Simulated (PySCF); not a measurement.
Cost against size for one kind of job: GIAO PBE0/pcSseg-1 NMR shielding, non-relativistic, gas phase in PySCF 2.14.0, density-fitted response routines; work: shieldings, ring-centre shieldings, charges and field gradients. Hardware: one thread, Arm Neoverse V1 (aarch64), on a shared host. Times come from a shared host and carry two figures at best.

```csv
species (SMILES),atoms,electrons,basis functions,SCF cycles,wall time
c1c[nH+]c[nH]1,10,36,110,13,6.2 s
C=C1CCC1=C,14,44,142,12,?
C[C@H]1C=CCC1,16,46,152,14,16 s
C1=CCCCC1,16,46,152,12,13 s
CC(C)[C@H]1CCNN1C,25,72,233,13,48 s
```

Question: Estimate the withheld figures.

Answer: `C=C1CCC1=C`: 11 s.

Question: With all rows, how does the wall time grow with the number of basis functions N?

Answer: A straight line through log(time) against log(N) has slope 2.8 between N = 110 and 233, and the rows scatter about it by a factor of about 1.1 (standard error of the fit). This is a fit to these rows, whose iteration counts differ, not the method's formal scaling.

Question: Which species took longest, and how many times the shortest run?

Answer: `CC(C)[C@H]1CCNN1C`, at 48 s: about 7.7 times the shortest (6.2 s).
